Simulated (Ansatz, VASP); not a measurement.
Two plane-wave programs on NaCl

```
CELL_PARAMETERS angstrom
0.00000 2.83083 2.83083
2.83083 0.00000 2.83083
2.83083 2.83083 0.00000
ATOMIC_POSITIONS crystal
Cl 0.50000 0.50000 0.50000
Na 0.00000 0.00000 0.00000
```

Change from the starting cell: volume scaled by 1.04.

Alike in both runs: task single point; functional PBE; k mesh 8 × 8 × 8; occupations fermi-dirac, width 0.05 eV; no spin polarisation.

|  | VASP | Ansatz |
| --- | --- | --- |
| version | VASP 6.6.1 | Ansatz 0.2.0 |
| potentials or method | VASP PAW PBE potentials, release 64 (Cl, Na_pv) | Ansatz PAW |
| plane-wave cutoff (eV) | 520 | 420 |
| valence electrons in the cell | 14 | 16 |

|  | VASP | Ansatz | Ansatz less VASP |
| --- | --- | --- | --- |
| gap on the k mesh at the Fermi level (eV) | 5.06 | 5.06 | 0.000 |
| least direct gap on the mesh (eV) | 5.06 | 5.06 | 0.000 |
| pressure (GPa) | 0.4 | 0.4 | +0.03 |

The two sets of potentials don't hold the same shells in valence.

A k mesh can miss the band edges.
